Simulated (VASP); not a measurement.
# LiS3 (P4mm) in VASP: settings compared, part 2 of 2

VASP 6.6.1. Earlier steps stand in the parts before.

### Step 3. Relaxation of cell and atoms, RPBE

INCAR

```
SYSTEM = LiS3
PREC     = Accurate       ! precision mode
ENCUT    = 600            ! plane-wave cutoff, eV
EDIFF    = 1E-6           ! SCF threshold, eV
ISMEAR   = 0              ! smearing method
SIGMA    = 0.05           ! smearing width, eV
LREAL    = .FALSE.        ! projectors in reciprocal space
LASPH    = .TRUE.         ! aspherical terms in the spheres
NELM     = 80             ! most SCF steps
ALGO     = Normal         ! electronic algorithm
ISIF     = 3              ! what is computed and relaxed
LWAVE    = .FALSE.        ! write WAVECAR
LCHARG   = .FALSE.        ! write CHGCAR
GGA      = RP             ! functional
IBRION   = 2              ! ionic algorithm
NSW      = 40             ! ionic steps
EDIFFG   = -0.01          ! ionic threshold
```

KPOINTS

```
Automatic mesh
0
G
  6 6 6
  0 0 0
```

POSCAR

```
LiS3
1.0
    4.4516000000      0.0000000000      0.0000000000
    0.0000000000      4.4516000000      0.0000000000
    0.0000000000      0.0000000000      4.8603300000
Li S
1 3
Direct
    0.0000000000      0.0000000000      0.8147500000
    0.0000000000      0.5000000000      0.1740600000
    0.5000000000      0.0000000000      0.1740600000
    0.0000000000      0.0000000000      0.3104500000
```

Potentials or basis: VASP PAW PBE potentials, release 64 (Li_sv, S).

Launch:

```sh
> cat potpaw_PBE.64/Li_sv/POTCAR potpaw_PBE.64/S/POTCAR > POTCAR
> mpirun -np 1 vasp_std > vasp.out
```

OUTCAR:

```text
SYSTEM = LiS3
   PREC = Accurate
   ENCUT = 600
   EDIFF = 1E-6
   ISMEAR = 0
   LREAL = .FALSE.
   LASPH = .TRUE.
   NELM = 80
   ISIF = 3
   GGA = RP
   IBRION = 2
   NSW = 40
   EDIFFG = -0.01

 ion  position               nearest neighbor table
   1  0.000  0.000  0.815-   4 2.41   4 2.45
   2  0.000  0.500  0.174-   4 2.32   4 2.32
   3  0.500  0.000  0.174-   4 2.32   4 2.32
   4  0.000  0.000  0.310-   2 2.32   3 2.32   2 2.32   3 2.32   1 2.41   1 2.45

  LATTYP: Found a simple tetragonal cell.
 ALAT       =     4.4516000000
 C/A-ratio  =     1.0918164256

  Lattice vectors:

 A1 = (   4.4516000000,   0.0000000000,   0.0000000000)
 A2 = (   0.0000000000,   4.4516000000,   0.0000000000)
 A3 = (   0.0000000000,   0.0000000000,   4.8603300000)

Analysis of symmetry for initial positions (statically):
=====================================================================
 Subroutine PRICEL returns:
 Original cell was already a primitive cell.

 Routine SETGRP: Setting up the symmetry group for a
 simple tetragonal supercell.

 Subroutine GETGRP returns: Found  8 space group operations
 (whereof  8 operations were pure point group operations)
 out of a pool of 16 trial point group operations.

The static configuration has the point symmetry C_4v.

Analysis of symmetry for dynamics (positions and initial velocities):
=====================================================================
 Subroutine PRICEL returns:
 Original cell was already a primitive cell.

 Routine SETGRP: Setting up the symmetry group for a
 simple tetragonal supercell.

 Subroutine GETGRP returns: Found  8 space group operations
 (whereof  8 operations were pure point group operations)
 out of a pool of 16 trial point group operations.

The dynamic configuration has the point symmetry C_4v.

 Subroutine INISYM returns: Found  8 space group operations
 (whereof  8 operations are pure point group operations),
 and found     1 'primitive' translations

----------------------------------------------------------------------------------------

                                     Primitive cell

  volume of cell :      96.3159

  direct lattice vectors                    reciprocal lattice vectors
     4.451600000  0.000000000  0.000000000     0.224638332  0.000000000  0.000000000
     0.000000000  4.451600000  0.000000000     0.000000000  0.224638332  0.000000000
     0.000000000  0.000000000  4.860330000     0.000000000  0.000000000  0.205747346

  length of vectors
     4.451600000  4.451600000  4.860330000     0.224638332  0.224638332  0.205747346

  position of ions in fractional coordinates (direct lattice)
     0.000000000  0.000000000  0.814750000
     0.000000000  0.500000000  0.174060000
     0.500000000  0.000000000  0.174060000
     0.000000000  0.000000000  0.310450000

  ion indices of the primitive-cell ions
   primitive index   ion index
                 1           1
                 2           2
                 3           3
                 4           4

[... 55 lines left out ...]
   total plane-waves  NPLWV =  51840
   dimension x,y,z NGX =    36 NGY =   36 NGZ =   40
   dimension x,y,z NGXF=    72 NGYF=   72 NGZF=   80
   ions per type =               1   3
   NGX,Y,Z   is equivalent  to a cutoff of  13.44, 13.44, 13.68 a.u.
   NGXF,Y,Z  is equivalent  to a cutoff of  26.89, 26.89, 27.36 a.u.
 SYSTEM =  LiS3
   PREC   = accura    normal or accurate (medium, high low for compatibility)
   ISTART =      0    job   : 0-new  1-cont  2-samecut
   ICHARG =      2    charge: 1-file 2-atom 10-const
   ISPIN  =      1    spin polarized calculation?
   LNONCOLLINEAR =      F non collinear calculations
   LSORBIT =      F    spin-orbit coupling
   LASPH  =      T    aspherical Exc in radial PAW
   ENCUT  =  600.0 eV  44.10 Ry    6.64 a.u.   8.89  8.89  9.71*2*pi/ulx,y,z
   NELM   =     80;   NELMIN=  2; NELMDL= -5     # of ELM steps
   EDIFF  = 0.1E-05   stopping-criterion for ELM
   LREAL  =      F    real-space projection
   EDIFFG = -.1E-01   stopping-criterion for IOM
   NSW    =     40    number of steps for IOM
   IBRION =      2    ionic relax: 0-MD 1-quasi-New 2-CG
   NFREE  =      1    steps in history (QN), initial steepest desc. (CG)
   ISIF   =      3    stress and relaxation
   ISYM   =      2    0-nonsym 1-usesym 2-fastsym
   POTIM  = 0.5000    time-step for ionic-motion
   TEBEG  =    0.0;   TEEND  =   0.0 temperature during run
   PSTRESS=    0.0 pullay stress
   NELECT =      21.0000    total number of electrons
   NUPDOWN=      -1.0000    fix difference up-down
   EMIN   =  10.00;   EMAX   =-10.00  energy-range for DOS
   EFERMI =   0.00;   METHOD = LEGACY
   ISMEAR =     0;   SIGMA  =   0.05  broadening in eV -4-tet -1-fermi 0-gaus
   EFERMI_NEDOS =   21; number of points for ismear=-14 and -15
   IALGO  =     38    algorithm
   IMIX   =      4    mixing-type and parameters
     AMIX     =   0.40;   BMIX     =  1.00
     AMIX_MAG =   1.60;   BMIX_MAG =  1.00
  volume/ion in A,a.u.               =      24.08       162.49
  Fermi-wavevector in a.u.,A,eV,Ry     =   0.985330  1.862005 13.209572  0.970876
  Thomas-Fermi vector in A             =   2.116630
   LORBIT       =      0    0 simple, 1 ext, 2 COOP (PROOUT), +10 PAW based schemes
   GGA     = RP    functional components
   LHFCALC =     F    Hartree Fock is set to
   AEXX    =    0.0000 exact exchange contribution
   IVDW    =     0    specifies the selected vdW correction
   LEPSILON=     F    determine dielectric tensor
   LRPA    =     F    only Hartree local field effects (RPA)
 conjugate gradient relaxation of ions
 non-spin polarized calculation
 Gauss-broadening in eV      SIGMA  =   0.05
  energy-cutoff  :      600.00
  volume of cell :       96.32
 maximum number of plane-waves:      3244
 NGX is ok and might be reduce to    36
   NGX = 17   NGY = 17   NGZ = 19

--------------------------------------- Ionic step        1  -------------------------------------------

 number of electron      21.0000005 magnetization

 Free energy of the ion-electron system (eV)
  ---------------------------------------------------
  ext. energy  EPLUGINS =         0.00000000
  ---------------------------------------------------
  free energy    TOTEN  =       -13.01502709 eV

  energy without entropy =      -13.01164964  energy(sigma->0) =      -13.01333836

------------------------ aborting loop because EDIFF is reached ----------------------------------------

  FORCE on cell =-STRESS in cart. coord.  units (eV):
  Direction    XX          YY          ZZ          XY          YZ          ZX
  --------------------------------------------------------------------------------------
  -------------------------------------------------------------------------------------
  Total        0.3772290      0.3772290      0.6824762      0.0000000      0.0000000      0.0000000
  in kB        6.2750567      6.2750567     11.3527236      0.0000000      0.0000000      0.0000000
  external PRESSURE =       7.9676123 kB  Pullay stress =       0.0000000 kB
[... 291 lines left out ...]
--------------------------------------- Ionic step        9  -------------------------------------------

 number of electron      21.0000007 magnetization

 Free energy of the ion-electron system (eV)
  ---------------------------------------------------
  ext. energy  EPLUGINS =         0.00000000
  ---------------------------------------------------
  free energy    TOTEN  =       -13.02433234 eV

  energy without entropy =      -13.02099952  energy(sigma->0) =      -13.02266593

 E-fermi :   2.2947     XC(G=0):  -7.4117

 val. band max:        2.2946078623   @ k =   0.5000   0.3333   0.1667
 cond. band min:       2.2955370805   @ k =   0.5000   0.3333   0.0000
 fundamental gap:      0.0009292182
 Fermi energy:         2.2946724867

 k-point     1 :       0.0000    0.0000    0.0000
  band No.  band energies     occupation
      1     -45.1158      2.00000
      2     -13.9656      2.00000
      3      -9.1836      2.00000
      4      -7.6166      2.00000
      5      -4.9021      2.00000
      6      -4.9021      2.00000
      7      -2.2767      2.00000
      8       0.4522      2.00000
      9       0.9852      2.00000
     10       1.6096      2.00000
     11       1.6096      2.00000
     12       4.9694      0.00000
     13       4.9694      0.00000
     14       5.8889      0.00000
[... 377 lines left out ...]
      1     -45.1157      2.00000
      2     -13.3499      2.00000
      3     -10.7044      2.00000
      4      -8.2072      2.00000
      5      -4.6381      2.00000
      6      -2.8665      2.00000
      7      -1.5230      2.00000
      8       0.4715      2.00000
      9       0.5059      2.00000
     10       0.8313      2.00000
     11       2.4329      0.00009
     12       2.8925      0.00000
     13       4.5726      0.00000
     14       7.1949      0.00000

 [... further k-points ...]
[... 5 lines left out ...]
  --------------------------------------------------------------------------------------
  -------------------------------------------------------------------------------------
  Total       -0.0149052     -0.0149052     -0.0062650      0.0000000      0.0000000      0.0000000
  in kB       -0.2420502     -0.2420502     -0.1017386      0.0000000      0.0000000      0.0000000
  external PRESSURE =      -0.1952796 kB  Pullay stress =       0.0000000 kB
[... 19 lines left out ...]
  FREE ENERGIE OF THE ION-ELECTRON SYSTEM (eV)
  ---------------------------------------------------
  free  energy   TOTEN  =       -13.0243323427 eV

  energy  without entropy=      -13.0209995237  energy(sigma->0) =      -13.02266593

 reached required accuracy - stopping structural energy minimisation
```

It took 1.8 min on 1 thread of Intel Xeon 6975P-C (Granite Rapids), shared host; peak memory 0.24 GiB.

What came out:

```yaml
Free_energy: -13.0243 eV
Relaxed_volume: 24.67 Å³/atom
Relaxed_cell: a = 4.468 Å, b = 4.468 Å, c = 4.942 Å, α = 90.00°, β = 90.00°, γ = 90.00°
Space_group_after_relaxing_to_0.05_Å: P4mm (No. 99)
Energy_gained_by_relaxing: 2.3 meV/atom
Ionic_steps: 9
Pressure_after_relaxing: 0.0 GPa
Largest_force_after_relaxing: 0.006 eV/Å
Band_gap_on_the_k_mesh: none (metal or under the smearing width)
```

Forces on the atoms (eV/Å):
```
Li   0.000  0.000  0.006
S    0.000  0.000 -0.005
S    0.000  0.000 -0.005
S    0.000  0.000  0.004
```

The path:
| step | energy change (eV) | largest force (eV/Å) | pressure (GPa) | volume (Å³) |
| --- | --- | --- | --- | --- |
| 1 | 0.0000 | 0.3152 | 0.80 | 96.32 |
| 2 | -0.0077 | 0.0744 | 0.04 | 97.99 |
| 3 | -0.0077 | 0.0697 | 0.04 | 97.98 |
| 4 | -0.0087 | 0.0479 | 0.04 | 98.20 |
| 5 | -0.0092 | 0.0286 | 0.03 | 98.45 |
| 6 | -0.0092 | 0.0251 | 0.03 | 98.54 |
| 7 | -0.0093 | 0.0145 | 0.00 | 98.64 |
| 8 | -0.0093 | 0.0100 | -0.02 | 98.69 |
| 9 | -0.0093 | 0.0057 | -0.02 | 98.66 |

Final structure:
```
CELL_PARAMETERS angstrom
4.46794 0.00000 0.00000
0.00000 4.46794 0.00000
0.00000 0.00000 4.94231
ATOMIC_POSITIONS crystal
Li 0.00000 0.00000 0.81634
S 0.00000 0.50000 0.17243
S 0.50000 0.00000 0.17243
S 0.00000 0.00000 0.31211
```

Levels at points of the mesh, in eV from the Fermi level:
```tsv
k point	band 7	band 8	band 9	band 10	band 11	band 12	band 13	band 14
(0.00, 0.00, 0.00)	-4.57	-1.84	-1.31	-0.69	-0.69	2.67	2.67	3.59
(0.50, 0.00, 0.00)	-3.55	-1.85	-1.80	-1.52	0.05	0.60	2.77	3.74
(0.50, 0.50, 0.00)	-3.43	-3.43	-1.38	0.24	0.24	0.98	1.27	4.27
(0.00, 0.00, 0.50)	-4.70	-1.54	-1.44	-0.68	-0.68	2.00	2.00	4.72
(0.50, 0.00, 0.50)	-3.90	-1.81	-1.78	-1.45	0.17	0.60	2.14	5.35
(0.50, 0.50, 0.50)	-3.77	-3.77	-1.36	0.25	0.25	0.99	1.56	4.80
```

Caveat: the cutoff is under 1.25 times the usual one of these potentials, so pressure, stress and relaxed cells hold a basis-set (Pulay) error; the PAW data sets were made with another functional, which shifts forces and pressure a little.
